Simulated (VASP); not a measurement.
Write the native input for VASP 6.6.1 that does the following.

```
Task                   : single point
Functional             : r2SCAN
Potentials or basis    : VASP PAW PBE potentials, release 64 (W_sv)
Cutoff                 : 520 eV
k mesh                 : 18 × 18 × 18
Occupations            : gaussian, width 0.1 eV
Spin                   : no spin polarisation
Further INCAR settings : ALGO = Normal; EDIFF = 1e-07
```

The structure of W lies in POSCAR:

```
W                                       
1.0
   -1.5538904424      1.5538904424      1.5538904424
    1.5538904424     -1.5538904424      1.5538904424
    1.5538904424      1.5538904424     -1.5538904424
  W             
     1
Direct
     0.0000000000000000    0.0000000000000000    0.0000000000000000
```

The cell isn't the ideal one: a relaxed cell with its volume scaled by 0.94.

The input as run:

INCAR

```
SYSTEM = W
PREC = Accurate ; ENCUT = 520
EDIFF = 1E-7 ; ISMEAR = 0
SIGMA = 0.1 ; LREAL = .FALSE.
LASPH = .TRUE. ; NELM = 60
ALGO = Normal ; ISIF = 2
LWAVE = .FALSE. ; LCHARG = .FALSE.
METAGGA = R2SCAN ; LMIXTAU = .TRUE.
```

KPOINTS

```
regular mesh
0
G
  18 18 18
  0 0 0
```

Potentials or basis: VASP PAW PBE potentials, release 64 (W_sv).

Command:

```bash
$ cat potpaw_PBE.64/W_sv/POTCAR > POTCAR
$ mpirun -np 1 vasp_std > vasp.out
```

It gave:

```
Pressure               : 22.6 GPa
Band gap on the k mesh : none (metal or under the smearing width)
```

Caveat: so large a pressure means that the cell lies far from this level's equilibrium, or that cutoff or potentials fall short; the potentials were made for another functional, which shifts forces and pressure.

Run time: 88 s on 1 thread of Intel(R) Xeon(R) 6975P-C (Granite Rapids), on a shared host, peak memory 0.15 GiB.
